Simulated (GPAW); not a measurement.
Here is a GPAW 26.7.0 calculation.

File run.py:

```python
from ase import Atoms
from ase.eos import EquationOfState
from ase.io import Trajectory
from ase.units import GPa
from ase.parallel import parprint
from gpaw import GPAW, PW

atoms = Atoms(['Mo', 'S', 'S'],
              cell=[[1.58, 0.9122134253, 6.15],
                    [-1.58, 0.9122134253, 6.15],
                    [0.0, -1.8244268506, 6.15]],
              scaled_positions=[[0.0, 0.0, 0.0],
                                [0.417, 0.417, 0.417],
                                [0.25, 0.25, 0.25]],
              pbc=True)

traj = Trajectory('eos.traj', 'w')
volumes, energies = [], []
for x in [0.94, 0.96, 0.98, 1.0, 1.02, 1.04, 1.06]:
    a = atoms.copy()
    a.set_cell(atoms.cell * x**(1 / 3), scale_atoms=True)
    calc = GPAW(mode=PW(600),
                xc='LDA',
                kpts={'size': (7, 7, 7), 'gamma': True},
                occupations={'name': 'fermi-dirac', 'width': 0.05},
                nbands=25,
                convergence={'density': 1e-05, 'energy': 1e-05},
                maxiter=150,
                txt=f'eos-{x:.2f}.txt')
    a.calc = calc
    energies.append(a.get_potential_energy(force_consistent=True))
    volumes.append(a.get_volume())
    p = -a.get_stress()[:3].mean() / GPa
    calc.write(f'eos-{x:.2f}.gpw')
    traj.write(a)
    parprint(f'{x:.2f} {volumes[-1]:10.4f} A^3 {energies[-1]:14.6f} eV {p:9.3f} GPa', flush=True)

v0, e0, B = EquationOfState(volumes, energies, eos='birchmurnaghan').fit()
parprint(f'V0 = {v0:.4f} A^3, E0 = {e0:.6f} eV, B0 = {B / GPa:.2f} GPa')
```

Potentials or basis: the program's PAW data sets (release 1.2.1) made for this functional, pw.

Command:

```sh
$ OMP_NUM_THREADS=1 mpirun -n 4 gpaw python run.py
```

(1) Estimate the bulk modulus at fixed shape and positions.

(2) Estimate the equilibrium volume.

(3) What does it give for the pressure derivative of the bulk modulus?

Answers

(1) 162 GPa.

(2) 17.41 Å³/atom.

(3) 4.4.

Caveat: the cell was scaled at fixed shape and fractional positions, which overstates the stiffness of a crystal with free parameters, most of all of layers and chains; the program warned that so skewed a cell can give wrong results.
